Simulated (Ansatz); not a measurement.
**SiC: a line through a two-coordinate scan**

Aim: follow the energy of SiC (F-43m, No. 216; 2 atoms in the cell) along one coordinate, amplitude of mode 6 (786 cm⁻¹), with the other held at equal normal strain along x, y and z = 1.67 %.

The COD entry's cell or inner coordinates are ideal or old and differ from later refinements, so a difference from it is no clean test against experiment.

Computed with Ansatz 0.2.0 (DFT PBEsol, scalar-relativistic, plane waves, PAW, unless a step's input says otherwise).

11 further runs of the same task are left out: 11 set aside as unsound or not needed.

### 1 Starting point

Symmetry: F-43m, No. 216, cubic system. Conventional cell: a = 4.357 Å, b = 4.357 Å, c = 4.357 Å, α = 90.00°, β = 90.00°, γ = 90.00°. Si (site symmetry -43m) is surrounded by 4 C at 1.89 Å. C (site symmetry -43m) has 4 Si at 1.89 Å as nearest neighbours.

Structure file:

```cif
data_structure
_symmetry_space_group_name_H-M 'P 1'
_symmetry_Int_Tables_number 1
_cell_length_a 3.0807
_cell_length_b 3.0807
_cell_length_c 3.0807
_cell_angle_alpha 60.000
_cell_angle_beta 60.000
_cell_angle_gamma 60.000
_cell_volume 20.67
loop_
_atom_site_label
_atom_site_type_symbol
_atom_site_fract_x
_atom_site_fract_y
_atom_site_fract_z
_atom_site_occupancy
Si1 Si 0.00000 0.00000 0.00000 1
C1 C 0.75000 0.75000 0.75000 1
```

This cell was relaxed beforehand with the same method: volume 10.34 Å³/atom, gap on the mesh 1.24 eV.

### 2 What is varied

The energy is mapped over a normal mode and a strain (zone-centre modes of the cell shown).

First coordinate, amplitude of mode 6 (786 cm⁻¹), largest displacement in the unstrained cell: 11 values from −0.060 Å. Second coordinate, equal normal strain along x, y and z: 7 values from −2.50 %.

Nothing else is relaxed (the pattern is fixed in fractional coordinates). Energies count from the relaxed high-symmetry cell. Points are written as (first, second).

The modes come from a phonon run on the reference cell, made beforehand.

Displacement patterns for an amplitude of 1 (Å):

```tsv
atom	x1	y1	z1
Si1	0.000	-0.428	0.000
C2	0.000	1.000	0.000
```

### 3 Point (−0.060 Å, 1.67 %)

The input, input.yaml:

```yaml
crystal:
  lattice:
    - [0.0, 2.2147686909, 2.2147686909]
    - [2.2147686909, 0.0, 2.2147686909]
    - [2.2147686909, 2.2147686909, 0.0]
  atoms:
    - { symbol: Si, position: [0.0058896629, -0.0058896629, 0.0058896629] }
    - { symbol: C, position: [0.7362283587, 0.7637716413, 0.7362283587] }
basis:
  ecutwfc: 520.0
kpoints:
  mp_grid: { grid: [10, 10, 10] }
hamiltonian:
  xc: pbesol
scf:
  occupations: { method: gaussian, width: 0.05 }
output:
  forces: true
  stress: true
  eigenvalues: true
```

Launch:

```console
ansatz run input.yaml --threads 1 --pin off --max-ram 2048MiB --backend cpu --events-out ev --progress --plain --runs-dir out
```

The program printed (excerpt; [...] marks lines left out):

```text
Warning: RAYON_NUM_THREADS=1 ignored (pool sized by the plan → 1); use --threads N
[...]
Pseudopotentials: kind: paw
Pseudopotential: Si, paw, valence charge 4, recommended cutoff 420 eV (normal), Si.paw.azcp
Pseudopotential: C, paw, valence charge 4, recommended cutoff 420 eV (normal), C.paw.azcp
Functional definition: PBEsol
[...]
Crystal: 2 atoms, lattice volume = 21.728 Å³
Basis set: ecut = 520 eV, 561 PW (Γ), exchange–correlation on 48×48×48 points (8 copies of the dense FFT grid, shifted against one another)
Bands: 8, of which v1, the nominal top of the filled ones, is band 4 counted from 1 (3 counted from 0)
Symmetry: 4 space group operations
Space group: Imm2 (ITA 44), of the structure as read, at distance tolerance 2.8e-5 Å
k-points: 171 of 1000 (time reversal used)
[...]
SCF iter   1: F=—  HF=-868.615855 eV  |F-HF|=—  |Δ(HF+E_count)|=         —  Δρ=8.53e-3  dr2=1.97e-2  ethr=1.77e-3  ⟨swp⟩=6.0  Hψ=11438  notcnv=0
[...]
SCF iter   6: F=-868.610239 eV  HF=-868.610239 eV  |F-HF|=3.89e-10  |Δ(HF+E_count)|=   7.59e-9  Δρ=3.03e-6  dr2=1.44e-9  ethr=3.19e-10  ⟨swp⟩=2.0  Hψ=4537  notcnv=0
[...]
SCF converged after 6 iterations
Free energy (F): -868.610239 eV
[...]
E sigma→0 (E₀):  -868.610239 eV
Fermi energy:    9.635164 eV
[...]
--- Forces (eV/Å), atoms counted from 1 ---
  atom   1  Si    -0.00000000    -1.47546915    -0.00000000
  atom   2  C      0.00000000     1.47546540     0.00000000
[...]
--- Stress (GPa, compression-positive) ---
       -8.873424       0.000000      -3.858302
       -0.000000      -9.946084       0.000000
       -3.858302       0.000000      -8.873424
  P = ⅓ Tr σ = -9.2310 GPa (-92.310 kbar)
--- Band table (eV; the first three rows and the last of 171) ---
  k-point 0: bands = ["-6.2333", "8.3825", "8.8283", "9.1944", "14.3897", "15.5795", "15.7185", "15.9322"]
[...]
```

Run time: 4.5 s. Hardware: 1 thread of Intel Xeon Platinum 8259CL at 2.50GHz (Skylake/Cascade Lake), shared host; peak memory 0.4 GiB.

That is 99 meV from the zero.

### 4 The run at (−0.048 Å, 1.67 %)

input.yaml, as its differences from that of step 3:

```diff
@@ -6,4 +6,4 @@
   atoms:
-    - { symbol: Si, position: [0.0058896629, -0.0058896629, 0.0058896629] }
-    - { symbol: C, position: [0.7362283587, 0.7637716413, 0.7362283587] }
+    - { symbol: Si, position: [0.0047117304, -0.0047117304, 0.0047117304] }
+    - { symbol: C, position: [0.738982687, 0.761017313, 0.738982687] }
 basis:
```

Launch:

```console
ansatz run input.yaml --threads 1 --pin off --max-ram 2048MiB --backend cpu --events-out ev --progress --plain --runs-dir out
```

The program printed (excerpt; [...] marks lines left out):

```text
[...]
SCF converged after 6 iterations
Free energy (F): -868.633409 eV
[...]
E sigma→0 (E₀):  -868.633409 eV
Fermi energy:    9.603582 eV
[...]
--- Forces (eV/Å), atoms counted from 1 ---
  atom   1  Si    -0.00000000    -1.18448543    -0.00000000
  atom   2  C      0.00000000     1.18448397     0.00000000
[...]
--- Stress (GPa, compression-positive) ---
       -9.276798       0.000000      -3.076176
        0.000000      -9.963875       0.000000
       -3.076176       0.000000      -9.276798
  P = ⅓ Tr σ = -9.5058 GPa (-95.058 kbar)
--- Band table (eV; the first three rows and the last of 171) ---
  k-point 0: bands = ["-6.2310", "8.4718", "8.8232", "9.1234", "14.4007", "15.6044", "15.7224", "15.8886"]
[...]
```

Run time: 4.3 s. Hardware: 1 thread of Intel Xeon Platinum 8259CL at 2.50GHz (Skylake/Cascade Lake), shared host; peak memory 0.4 GiB.

That is 76 meV from the zero.

### 5 Changing settings: dr2_threshold 1.0e-06, accuracy low, ecutwfc left out

input.yaml, as its differences from that of step 4:

```diff
@@ -8,4 +8,2 @@
     - { symbol: C, position: [0.738982687, 0.761017313, 0.738982687] }
-basis:
-  ecutwfc: 520.0
 kpoints:
@@ -16,5 +14,7 @@
   occupations: { method: gaussian, width: 0.05 }
+  convergence: { dr2_threshold: 1.0e-06 }
 output:
   forces: true
+  eigenvalues: true
   stress: true
-  eigenvalues: true
+accuracy: low
```

Launch:

```console
ansatz run input.yaml --threads 1 --pin off --max-ram 2048MiB --backend cpu --events-out ev --progress --plain --runs-dir out
```

The program printed (excerpt; [...] marks lines left out):

```text
Warning: scf.convergence.dr2_threshold = 1e-6 eV is looser than this run's default, which is 1e-7 eV or tighter. The error in the forces grows as the threshold's square root, so leave the key out unless less accurate forces are enough
Warning: output.stress: scf.convergence.dr2_threshold = 1e-6 eV is looser than the 2e-10 eV advised for a printed stress (1e-10 eV for each atom of the cell: 2). What an SCF threshold leaves in a stress goes as its square root, and in the free energy as the threshold itself, and one [...]
Warning: RAYON_NUM_THREADS=1 ignored (pool sized by the plan → 1); use --threads N
[...]
[... 4 set-up lines as earlier in the session ...]
[...]
Crystal: 2 atoms, lattice volume = 21.728 Å³
Basis set: ecut = 420 eV, 411 PW (Γ), exchange–correlation on 48×48×48 points (8 copies of the dense FFT grid, shifted against one another)
Bands: 8, of which v1, the nominal top of the filled ones, is band 4 counted from 1 (3 counted from 0)
[... 2 set-up lines as earlier in the session ...]
k-points: 171 of 1000 (time reversal used)
[...]
SCF iter   1: F=—  HF=-868.636220 eV  |F-HF|=—  |Δ(HF+E_count)|=         —  Δρ=8.62e-3  dr2=2.01e-2  ethr=1.77e-3  ⟨swp⟩=5.9  Hψ=11318  notcnv=0
[...]
SCF iter   6: F=-868.630479 eV  HF=-868.630479 eV  |F-HF|=5.13e-10  |Δ(HF+E_count)|=   9.39e-9  Δρ=3.05e-6  dr2=1.56e-9  ethr=3.84e-10  ⟨swp⟩=1.8  Hψ=4085  notcnv=0
[...]
SCF converged after 6 iterations
Free energy (F): -868.630479 eV
[...]
E sigma→0 (E₀):  -868.630479 eV
Fermi energy:    9.603896 eV
[...]
--- Forces (eV/Å), atoms counted from 1 ---
  atom   1  Si    -0.00000000    -1.18399203     0.00000000
  atom   2  C      0.00000000     1.18399225     0.00000000
[...]
--- Stress (GPa, compression-positive) ---
       -9.269501      -0.000000      -3.071144
        0.000000      -9.955624       0.000000
       -3.071144       0.000000      -9.269501
  P = ⅓ Tr σ = -9.4982 GPa (-94.982 kbar)
--- Band table (eV; the first three rows and the last of 171) ---
  k-point 0: bands = ["-6.2314", "8.4727", "8.8240", "9.1241", "14.3998", "15.6048", "15.7228", "15.8888"]
[...]
```

Run time: 3.7 s. Hardware: 1 thread of Intel Xeon Platinum 8259CL at 2.50GHz (Skylake/Cascade Lake), shared host; peak memory 0.35 GiB.

```tsv
run	ending	energy change	pressure (GPa)	gap (eV)	force (eV/Å)	cycles	time
step 4	converged	0	-9.5	0.96	1.18	6	4.3 s
variant	converged	+1.5 meV/atom	-9.5	0.96	1.18	6	3.7 s
```

Changing the convergence setting, accuracy level and cutoff moves the energy by +1.5 meV/atom.

### 6 Point (−0.036 Å, 1.67 %)

input.yaml, as its differences from that of step 4:

```diff
@@ -6,4 +6,4 @@
   atoms:
-    - { symbol: Si, position: [0.0047117304, -0.0047117304, 0.0047117304] }
-    - { symbol: C, position: [0.738982687, 0.761017313, 0.738982687] }
+    - { symbol: Si, position: [0.0035337978, -0.0035337978, 0.0035337978] }
+    - { symbol: C, position: [0.7417370152, 0.7582629848, 0.7417370152] }
 basis:
```

Launch:

```console
ansatz run input.yaml --threads 1 --pin off --max-ram 2048MiB --backend cpu --events-out ev --progress --plain --runs-dir out
```

The program printed (excerpt; [...] marks lines left out):

```text
[...]
SCF converged after 6 iterations
Free energy (F): -868.651486 eV
[...]
E sigma→0 (E₀):  -868.651486 eV
Fermi energy:    9.569764 eV
[...]
--- Forces (eV/Å), atoms counted from 1 ---
  atom   1  Si    -0.00000000    -0.89076676     0.00000000
  atom   2  C      0.00000000     0.89076680     0.00000000
[...]
--- Stress (GPa, compression-positive) ---
       -9.591111      -0.000000      -2.300995
        0.000000      -9.977843       0.000000
       -2.300995       0.000000      -9.591111
  P = ⅓ Tr σ = -9.7200 GPa (-97.200 kbar)
--- Band table (eV; the first three rows and the last of 171) ---
  k-point 0: bands = ["-6.2293", "8.5599", "8.8192", "9.0497", "14.4093", "15.6320", "15.7256", "15.8464"]
[...]
```

Run time: 4.7 s. Hardware: 1 thread of Intel Xeon Platinum 8259CL at 2.50GHz (Skylake/Cascade Lake), shared host; peak memory 0.4 GiB.

Energy on the map's scale: 58 meV.

### 7 The run at (−0.024 Å, 1.67 %)

input.yaml, as its differences from that of step 6:

```diff
@@ -6,4 +6,4 @@
   atoms:
-    - { symbol: Si, position: [0.0035337978, -0.0035337978, 0.0035337978] }
-    - { symbol: C, position: [0.7417370152, 0.7582629848, 0.7417370152] }
+    - { symbol: Si, position: [0.0023558652, -0.0023558652, 0.0023558652] }
+    - { symbol: C, position: [0.7444913435, 0.7555086565, 0.7444913435] }
 basis:
```

Launch:

```console
ansatz run input.yaml --threads 1 --pin off --max-ram 2048MiB --backend cpu --events-out ev --progress --plain --runs-dir out
```

The program printed (excerpt; [...] marks lines left out):

```text
Warning: RAYON_NUM_THREADS=1 ignored (pool sized by the plan → 1); use --threads N
[...]
[... 4 set-up lines as earlier in the session ...]
[...]
Crystal: 2 atoms, lattice volume = 21.728 Å³
Basis set: ecut = 520 eV, 561 PW (Γ), exchange–correlation on 48×48×48 points (8 copies of the dense FFT grid, shifted against one another)
Bands: 8, of which v1, the nominal top of the filled ones, is band 4 counted from 1 (3 counted from 0)
[... 2 set-up lines as earlier in the session ...]
k-points: 171 of 1000 (time reversal used)
[...]
SCF iter   1: F=—  HF=-868.670141 eV  |F-HF|=—  |Δ(HF+E_count)|=         —  Δρ=8.57e-3  dr2=1.99e-2  ethr=1.77e-3  ⟨swp⟩=6.0  Hψ=11413  notcnv=0
[...]
SCF iter   6: F=-868.664428 eV  HF=-868.664428 eV  |F-HF|=1.32e-10  |Δ(HF+E_count)|=   6.61e-9  Δρ=2.66e-6  dr2=1.03e-9  ethr=2.91e-10  ⟨swp⟩=2.0  Hψ=4380  notcnv=0
[...]
SCF converged after 6 iterations
Free energy (F): -868.664428 eV
[...]
E sigma→0 (E₀):  -868.664428 eV
Fermi energy:    9.533797 eV
[...]
--- Forces (eV/Å), atoms counted from 1 ---
  atom   1  Si    -0.00000000    -0.59499045    -0.00000000
  atom   2  C      0.00000000     0.59499125    -0.00000000
[...]
--- Stress (GPa, compression-positive) ---
       -9.815929      -0.000000      -1.531063
       -0.000000      -9.987890       0.000000
       -1.531063       0.000000      -9.815929
  P = ⅓ Tr σ = -9.8732 GPa (-98.732 kbar)
--- Band table (eV; the first three rows and the last of 171) ---
  k-point 0: bands = ["-6.2281", "8.6464", "8.8163", "8.9735", "14.4154", "15.6623", "15.7279", "15.8057"]
[...]
```

It took 4.1 s on 1 thread of Intel Xeon Platinum 8259CL at 2.50GHz (Skylake/Cascade Lake), shared host; peak memory 0.4 GiB.

Energy on the map's scale: 45 meV.

### 8 The run at (−0.012 Å, 1.67 %)

input.yaml, as its differences from that of step 7:

```diff
@@ -6,4 +6,4 @@
   atoms:
-    - { symbol: Si, position: [0.0023558652, -0.0023558652, 0.0023558652] }
-    - { symbol: C, position: [0.7444913435, 0.7555086565, 0.7444913435] }
+    - { symbol: Si, position: [0.0011779326, -0.0011779326, 0.0011779326] }
+    - { symbol: C, position: [0.7472456717, 0.7527543283, 0.7472456717] }
 basis:
```

Launch:

```console
ansatz run input.yaml --threads 1 --pin off --max-ram 2048MiB --backend cpu --events-out ev --progress --plain --runs-dir out
```

The program printed (excerpt; [...] marks lines left out):

```text
[...]
SCF converged after 6 iterations
Free energy (F): -868.672205 eV
[...]
E sigma→0 (E₀):  -868.672205 eV
Fermi energy:    9.495785 eV
[...]
--- Forces (eV/Å), atoms counted from 1 ---
  atom   1  Si    -0.00000000    -0.29783929     0.00000000
  atom   2  C      0.00000000     0.29783989     0.00000000
[...]
--- Stress (GPa, compression-positive) ---
       -9.950942       0.000000      -0.764648
       -0.000000      -9.993944       0.000000
       -0.764648       0.000000      -9.950942
  P = ⅓ Tr σ = -9.9653 GPa (-99.653 kbar)
--- Band table (eV; the first three rows and the last of 171) ---
  k-point 0: bands = ["-6.2273", "8.7311", "8.8146", "8.8949", "14.4190", "15.6949", "15.7294", "15.7668"]
[...]
```

Wall time 4.1 s (1 thread of Intel Xeon Platinum 8259CL at 2.50GHz (Skylake/Cascade Lake), shared host); peak memory 0.4 GiB.

That is 37 meV from the zero.

### 9 Changing settings: ecutwfc 500 eV, xc pbe

input.yaml, as its differences from that of step 8:

```diff
@@ -9,3 +9,3 @@
 basis:
-  ecutwfc: 520.0
+  ecutwfc: "500 eV"
 kpoints:
@@ -13,3 +13,3 @@
 hamiltonian:
-  xc: pbesol
+  xc: pbe
 scf:
@@ -18,3 +18,3 @@
   forces: true
+  eigenvalues: true
   stress: true
-  eigenvalues: true
```

Launch:

```console
ansatz run input.yaml --threads 1 --pin off --max-ram 2048MiB --backend cpu --events-out ev --progress --plain --runs-dir out
```

The program printed (excerpt; [...] marks lines left out):

```text
Warning: RAYON_NUM_THREADS=1 ignored (pool sized by the plan → 1); use --threads N
[...]
[... 3 set-up lines as earlier in the session ...]
Functional definition: PBE
[...]
Crystal: 2 atoms, lattice volume = 21.728 Å³
Basis set: ecut = 500 eV, 537 PW (Γ), exchange–correlation on 48×48×48 points (8 copies of the dense FFT grid, shifted against one another)
Bands: 8, of which v1, the nominal top of the filled ones, is band 4 counted from 1 (3 counted from 0)
[... 2 set-up lines as earlier in the session ...]
k-points: 171 of 1000 (time reversal used)
[...]
SCF iter   1: F=—  HF=-887.144871 eV  |F-HF|=—  |Δ(HF+E_count)|=         —  Δρ=2.67e-3  dr2=1.77e-3  ethr=1.77e-3  ⟨swp⟩=6.0  Hψ=11394  notcnv=0
[...]
SCF iter   6: F=-887.144628 eV  HF=-887.144628 eV  |F-HF|=3.56e-11  |Δ(HF+E_count)|=   3.03e-9  Δρ=7.67e-7  dr2=1.28e-10  ethr=1.98e-11  ⟨swp⟩=1.7  Hψ=4196  notcnv=0
[...]
SCF converged after 6 iterations
Free energy (F): -887.144628 eV
[...]
E sigma→0 (E₀):  -887.144628 eV
Fermi energy:    9.615676 eV
[...]
--- Forces (eV/Å), atoms counted from 1 ---
  atom   1  Si    -0.00000000    -0.29970165    -0.00000000
  atom   2  C      0.00000000     0.29970645    -0.00000000
[...]
--- Stress (GPa, compression-positive) ---
       -6.707665      -0.000000      -0.754328
        0.000000      -6.750395       0.000000
       -0.754328       0.000000      -6.707665
  P = ⅓ Tr σ = -6.7219 GPa (-67.219 kbar)
--- Band table (eV; the first three rows and the last of 171) ---
  k-point 0: bands = ["-6.1496", "8.7920", "8.8758", "8.9564", "14.5220", "15.8185", "15.8539", "15.8922"]
[...]
```

Run time: 4 s. Hardware: 1 thread of Intel Xeon Platinum 8259CL at 2.50GHz (Skylake/Cascade Lake), shared host; peak memory 0.37 GiB.

```tsv
run	ending	energy change	pressure (GPa)	gap (eV)	force (eV/Å)	cycles	time
step 8	converged	-	-10.0	1.20	0.30	6	4.1 s
variant	converged	not comparable	-6.7	1.32	0.30	6	4 s
```

After a change of functional the difference of the totals has no physical meaning; the pressure goes from -10.0 to -6.7 GPa and the gap on the mesh goes from 1.20 to 1.32 eV. The cutoff changed too.

### 10 Grid point (0.000 Å, 1.67 %)

input.yaml, as its differences from that of step 8:

```diff
@@ -6,4 +6,4 @@
   atoms:
-    - { symbol: Si, position: [0.0011779326, -0.0011779326, 0.0011779326] }
-    - { symbol: C, position: [0.7472456717, 0.7527543283, 0.7472456717] }
+    - { symbol: Si, position: [0.0, 0.0, 0.0] }
+    - { symbol: C, position: [0.75, 0.75, 0.75] }
 basis:
```

Launch:

```console
ansatz run input.yaml --threads 1 --pin off --max-ram 2048MiB --backend cpu --events-out ev --progress --plain --runs-dir out
```

The program printed (excerpt; [...] marks lines left out):

```text
Warning: RAYON_NUM_THREADS=1 ignored (pool sized by the plan → 1); use --threads N
[...]
[... 4 set-up lines as earlier in the session ...]
[...]
Crystal: 2 atoms, lattice volume = 21.728 Å³
Basis set: ecut = 520 eV, 561 PW (Γ), exchange–correlation on 48×48×48 points (8 copies of the dense FFT grid, shifted against one another)
Bands: 8, of which v1, the nominal top of the filled ones, is band 4 counted from 1 (3 counted from 0)
Symmetry: 24 space group operations
Space group: F-43m (ITA 216), of the structure as read, at distance tolerance 2.8e-5 Å
k-points: 47 of 1000 (time reversal used)
[...]
SCF iter   1: F=—  HF=-868.680528 eV  |F-HF|=—  |Δ(HF+E_count)|=         —  Δρ=8.57e-3  dr2=1.99e-2  ethr=1.77e-3  ⟨swp⟩=6.0  Hψ=3127  notcnv=0
[...]
SCF iter   6: F=-868.674800 eV  HF=-868.674800 eV  |F-HF|=4.43e-11  |Δ(HF+E_count)|=   4.92e-9  Δρ=2.56e-6  dr2=9.00e-10  ethr=2.53e-10  ⟨swp⟩=2.1  Hψ=1140  notcnv=0
[...]
SCF converged after 6 iterations
Free energy (F): -868.674800 eV
[...]
E sigma→0 (E₀):  -868.674800 eV
Fermi energy:    9.456901 eV
[...]
--- Forces (eV/Å), atoms counted from 1 ---
  atom   1  Si    -0.00000000     0.00000000     0.00000000
  atom   2  C      0.00000000    -0.00000000     0.00000000
[...]
--- Stress (GPa, compression-positive) ---
       -9.995957       0.000000       0.000000
        0.000000      -9.995957       0.000000
        0.000000       0.000000      -9.995957
  P = ⅓ Tr σ = -9.9960 GPa (-99.960 kbar)
--- Band table (eV; the first three rows and the last of 47) ---
  k-point 0: bands = ["-6.2271", "8.8140", "8.8140", "8.8140", "14.4203", "15.7298", "15.7298", "15.7298"]
[...]
```

Wall time 1.5 s (1 thread of Intel Xeon Platinum 8259CL at 2.50GHz (Skylake/Cascade Lake), shared host); peak memory 0.33 GiB.

On the map this point reads 34 meV.

### 11 The line in numbers

| amplitude of mode 6 (786 cm⁻¹), largest displacement in the unstrained cell (Å) | step | energy (meV) | slope (meV per Å) | pressure (GPa) | band gap on the k-mesh (eV) | largest force on an atom (eV/Å) |
| --- | --- | --- | --- | --- | --- | --- |
| −0.060 | 3 | 99 | −2142 | −9.23 | 0.88 | 1.48 |
| −0.048 | 4 | 76 | −1719 | −9.51 | 0.96 | 1.18 |
| −0.036 | 6 | 58 | −1293 | −9.72 | 1.04 | 0.89 |
| −0.024 | 7 | 45 | −864 | −9.87 | 1.12 | 0.59 |
| −0.012 | 8 | 37 | −432 | −9.96 | 1.20 | 0.30 |
| 0.000 | 10 | 34 | 0 | −10.00 | 1.29 | 0.00 |
| 0.012 | – | 37 | 432 | −9.96 | 1.20 | 0.30 |
| 0.024 | – | 45 | 864 | −9.87 | 1.12 | 0.59 |
| 0.036 | – | 58 | 1293 | −9.72 | 1.04 | 0.89 |
| 0.048 | – | 76 | 1719 | −9.51 | 0.96 | 1.18 |
| 0.060 | – | 99 | 2142 | −9.23 | 0.88 | 1.48 |

Energies count from the relaxed high-symmetry cell. Rows without a step come from runs not printed here or follow by symmetry. Slopes come from the forces (and the stress, where the cell changes), not from differences of energies.

```tsv
run	outcome
step 5, run with dr2_threshold 1.0e-06, accuracy low, ecutwfc left out (against step 4)	+1.5 meV/atom
step 9, run with ecutwfc 500 eV, xc pbe (against step 8)	converged; the pressure goes from -10.0 to -6.7 GPa; the gap on the mesh goes from 1.20 to 1.32 eV
```

What this shows: The lowest point of the line is at 0.000 Å, 34 meV from the zero. Energies and slopes round the minimum, fitted together, put the minimum at 0.0000 Å, with a curvature of about 36000 meV per Å². The highest point computed, at −0.060 Å, lies 65 meV above the lowest. This is one cut through a surface in two coordinates; the map's lowest point lies off it.

These are semilocal Kohn-Sham gaps, which aren't the measured quantity. Such gaps usually fall short of the measured ones.
